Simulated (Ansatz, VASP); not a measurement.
**Ti in VASP and in Ansatz**

INCAR

```
PREC = Accurate
ENCUT = 520
EDIFF = 1E-7
ISMEAR = 0
SIGMA = 0.15
LREAL = F
LASPH = T
NELM = 100
ALGO = Normal
ISIF = 2
LWAVE = F
LCHARG = T
GGA = CA
LELF = T
LVHAR = T
NBANDS = 12
```

Contents of KPOINTS:

```
Automatic mesh
0
Gamma
  22 22 22
```

Contents of POSCAR:

```
Ti
1.0
    0.0000000000      2.0300000000      2.0300000000
    2.0300000000      0.0000000000      2.0300000000
    2.0300000000      2.0300000000      0.0000000000
Ti
1
Direct
    0.0000000000      0.0000000000      0.0000000000
```

Input for Ansatz:

```yaml
crystal:
  lattice:
    - [0.0, 2.03, 2.03]
    - [2.03, 0.0, 2.03]
    - [2.03, 2.03, 0.0]
  atoms:
    - { symbol: Ti, position: [0.0, 0.0, 0.0] }
basis:
  ecutwfc: 420
kpoints:
  mp_grid: { grid: [22, 22, 22] }
hamiltonian:
  xc: lda
scf:
  occupations: { method: gaussian, width: 0.15 }
output:
  forces: true
  stress: true
  eigenvalues: true
```

This isn't the form of Ti at room conditions, which is hcp.

Alike in both runs: task single point; functional LDA; k mesh 22 × 22 × 22; occupations gaussian, width 0.15 eV; no spin polarisation.

|  | VASP | Ansatz |
| --- | --- | --- |
| version | VASP 6.6.1 | Ansatz 0.2.0 |
| potentials or method | VASP PAW LDA potentials, release 64 (Ti_sv) | scalar-relativistic, plane waves, PAW |
| plane-wave cutoff (eV) | 520 | 420 |
| valence electrons in the cell | 12 | 12 |

|  | VASP | Ansatz | Ansatz less VASP |
| --- | --- | --- | --- |
| gap on the k mesh at the Fermi level (eV) | none | none | - |
| pressure (GPa) | -5.0 | -4.9 | +0.13 |

A gap of «none» marks a metal or a gap that the smearing closes.
